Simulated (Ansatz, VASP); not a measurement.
## Two plane-wave programs on Al

The input POSCAR:

```
Al
1.0
    0.0000000000      2.0248050000      2.0248050000
    2.0248050000      0.0000000000      2.0248050000
    2.0248050000      2.0248050000      0.0000000000
Al
1
Direct
    0.0000000000      0.0000000000      0.0000000000
```

Contents of INCAR.step1:

```
SYSTEM = Al
  ALGO = Normal
  EDIFF = 1E-5
  ENCUT = 520
  GGA = PE
  ISIF = 2
  ISMEAR = -1
  LASPH = .True.
  LCHARG = .False.
  LREAL = .False.
  LWAVE = .True.
  NELM = 100
  PREC = Accurate
  SIGMA = 0.05
```

INCAR.step2

```
SYSTEM = Al
  AEXX = 0.25
  ALGO = Normal
  EDIFF = 1E-7
  ENCUT = 520
  HFRCUT = -1
  ISIF = 2
  ISMEAR = -1
  ISTART = 1
  LASPH = .True.
  LCHARG = .False.
  LHFCALC = .True.
  LMIXTAU = .True.
  LREAL = .False.
  LWAVE = .False.
  METAGGA = R2SCAN
  NELM = 100
  PREC = Accurate
  PRECFOCK = Fast
  SIGMA = 0.05
```

Contents of KPOINTS:

```
k-points
0
Gamma
  6 6 6
  0 0 0
```

KPOINTS_OPT

```
path GXWKGLUWLK,UX
12
line-mode
reciprocal
 0.0000000000  0.0000000000  0.0000000000  G
 0.5000000000  0.0000000000  0.5000000000  X

 0.5000000000  0.0000000000  0.5000000000  X
 0.5000000000  0.2500000000  0.7500000000  W

 0.5000000000  0.2500000000  0.7500000000  W
 0.3750000000  0.3750000000  0.7500000000  K

 0.3750000000  0.3750000000  0.7500000000  K
 0.0000000000  0.0000000000  0.0000000000  G

 0.0000000000  0.0000000000  0.0000000000  G
 0.5000000000  0.5000000000  0.5000000000  L

 0.5000000000  0.5000000000  0.5000000000  L
 0.6250000000  0.2500000000  0.6250000000  U

 0.6250000000  0.2500000000  0.6250000000  U
 0.5000000000  0.2500000000  0.7500000000  W

 0.5000000000  0.2500000000  0.7500000000  W
 0.5000000000  0.5000000000  0.5000000000  L

 0.5000000000  0.5000000000  0.5000000000  L
 0.3750000000  0.3750000000  0.7500000000  K

 0.6250000000  0.2500000000  0.6250000000  U
 0.5000000000  0.0000000000  0.5000000000  X
```

File input.yaml:

```yaml
crystal:
  lattice:
    - [0.0, 2.024805, 2.024805]
    - [2.024805, 0.0, 2.024805]
    - [2.024805, 2.024805, 0.0]
  atoms:
    - { symbol: Al, position: [0.0, 0.0, 0.0] }
hamiltonian:
  xc: r2scan0
  pseudopotentials: { kind: paw }
kpoints:
  mp_grid: { grid: [6, 6, 6] }
scf:
  occupations: { method: fermi_dirac, width: 0.05 }
output:
  forces: true
  stress: true
  eigenvalues: true
```

Alike in both runs: functional r2SCAN0; k mesh 6 × 6 × 6; occupations fermi-dirac, width 0.05 eV; no spin polarisation.

```csv
,VASP,Ansatz
version,VASP 6.6.1,Ansatz 0.2.0
potentials or method,"VASP PAW PBE potentials, release 64 (Al)",Ansatz PAW
plane-wave cutoff (eV),520,500
valence electrons in the cell,3,3
task,band structure,single point
```

VASP gave:

```
gap on the k mesh at the Fermi level (eV) : none
pressure (GPa)                            : -3.2
```

Estimate Ansatz's values.

gap on the k mesh at the Fermi level (eV): none; pressure (GPa): -2.7.

A gap of «none» marks a metal or a gap that the smearing closes. The functional is the same, so the differences come from potentials, cutoffs and numerics.

Caveats: the k mesh is coarse (spacing up to 0.45 Å⁻¹), so the values aren't converged, least of all with exact exchange; the PAW data sets were made with another functional, which shifts forces and pressure a little (VASP); the PAW data sets come from PBE, with cores solved anew for the run's functional, which leaves a small shift of forces and pressure (Ansatz); the thresholds are loose for stress (Ansatz).
